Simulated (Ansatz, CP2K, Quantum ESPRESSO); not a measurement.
## AlNi: programs and potentials compared

```xyz
2
Lattice="2.8810 0.0000 0.0000 0.0000 2.8810 0.0000 0.0000 0.0000 2.8810" Properties=species:S:1:pos:R:3 pbc="T T T"
Ni    1.4405    1.4405    1.4405
Al    0.0000    0.0000    0.0000
```

Alike in all runs: task band structure; functional LDA; k mesh 9 × 9 × 9; occupations fermi-dirac, width 0.05 eV; collinear spin, ferromagnetic start; no spin-orbit coupling. LDA stands for any of its common fits. Pressure is positive in compression and, in plane waves, holds the error of the finite cutoff.

```csv
program and potentials,plane-wave cutoff (eV),notes,pressure (GPa),net moment per atom (μB)
"Quantum ESPRESSO, PseudoDojo 0.4.1 SR LDA standard",1333,-,-9.03,0.00
"Ansatz, all-electron LAPW, scalar-relativistic",-,-,-8.67,0.00
"CP2K, GTH_POTENTIALS Ni GTH-PADE-q18, Al GTH-PADE-q3; TZVP-MOLOPT-SR-GTH, TZVP-MOLOPT-PBE-GTH basis",-,atomic basis,-10.21,0.00
```

The pressure spans -10.21 (CP2K, GTH_POTENTIALS Ni GTH-PADE-q18, Al GTH-PADE-q3; TZVP-MOLOPT-SR-GTH, TZVP-MOLOPT-PBE-GTH basis) to -8.67 GPa (Ansatz, all-electron LAPW, scalar-relativistic), with all-electron results at -8.67. All agree on the net moment per atom. The state is the one that the start led to, which needn't be the lowest. Rows in atomic bases carry the error of their basis and grid, which can be large.

Differences between rows come from potentials, basis sets and numerical settings, since the functional is the same but for its coding. Runs on potential files found faulty are left out.
